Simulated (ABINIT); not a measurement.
The system is ZrB2.

```
Zr B
1.0
     3.17000    0.00000    0.00000
    -1.58500    2.74530    0.00000
     0.00000    0.00000    3.53300
Zr B
1 2
Direct
  0.00000 0.00000 0.00000
  0.66667 0.33333 0.50000
  0.33333 0.66667 0.50000
```

| Property | Result |
| --- | --- |
| Program | ABINIT 10.8.3 (patched build) |
| Task | relaxation of cell and atoms |
| Functional | LDA |
| Potentials or basis | JTH PAW LDA v2.0 |
| Cutoff | 463 eV |
| k mesh | 8 × 8 × 6 |
| Occupations | fermi-dirac, width 0.05 eV |
| Spin | no spin polarisation |

At the start: pressure -8.8 GPa; volume 10.25 Å³/atom.

**Question.** Where does the relaxation end?

**Answer.** Over 7 steps the energy falls by 10.3 meV/atom and the volume is 9.89 Å³/atom (-3.5 %); space group P6/mmm (No. 191, to 0.05 Å).

Step by step:
| step | energy change (eV) | largest force (eV/Å) | pressure (GPa) | volume (Å³) |
| --- | --- | --- | --- | --- |
| 1 | 0.0000 | 0.0000 | -8.78 | 30.75 |
| 2 | -0.0287 | 0.0000 | -2.33 | 29.93 |
| 3 | -0.0307 | 0.0000 | 0.10 | 29.65 |
| 4 | -0.0308 | 0.0000 | 0.01 | 29.66 |
| 5 | -0.0308 | 0.0000 | -0.02 | 29.66 |
| 6 | -0.0308 | 0.0000 | -0.01 | 29.66 |
| 7 | -0.0308 | 0.0000 | 0.00 | 29.66 |

Final structure:
```
Zr B
1.0
     3.13316    0.00000    0.00000
    -1.56658    2.71340    0.00000
     0.00000    0.00000    3.48822
Zr B
1 2
Direct
  0.00000 0.00000 0.00000
  0.66667 0.33333 0.50000
  0.33333 0.66667 0.50000
```
